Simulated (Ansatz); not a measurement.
**Ca: energy along a strain**

Ca, I4/mmm, a = 4.410 Å, c = 4.392 Å (as given, not relaxed at this level: -0.2 GPa). This isn't the element's structure at ambient conditions. Ansatz: PBE, PAW, 420 eV, Γ-centred 16×16×16 mesh on 1 atom, Gaussian smearing 0.15 eV; no spin polarisation. Cell vectors (Å): -2.205 2.205 2.196; 2.205 -2.205 2.196; 2.205 2.205 -2.196. The cell is strained by x per cent times the pattern (0 0 0 0 1 0) in the order xx yy zz yz xz xy (engineering shears), with fractional coordinates held. y is the free energy over the start, V0 = 42.718 Å³/atom. Symmetry makes y even in x.

```
x (%) y (meV/atom)
-4.00             ?
-2.00          0.70
 0.00          0.00
 1.00          0.17
 2.50          1.10
 3.00          1.59
 3.50          2.17
```

Problem. Fit y = c2 x² + c4 x⁴ to the other rows, get the stiffness along the pattern, and predict the missing energy.

Solution. Least squares on the rows shown. y = 0.1744 x² + 0.0002336 x⁴. The clamped-ion stiffness p·C·p = 2 × 1.744 eV × 160.2 / 42.718 Å³ = 13.1 GPa, which is C55 in these axes. At x = -4.00 the fit asked for gives 2.85 meV/atom. The run gave 2.86 meV/atom, so the fit is 0.01 meV/atom too low, a small miss on the scale of the series.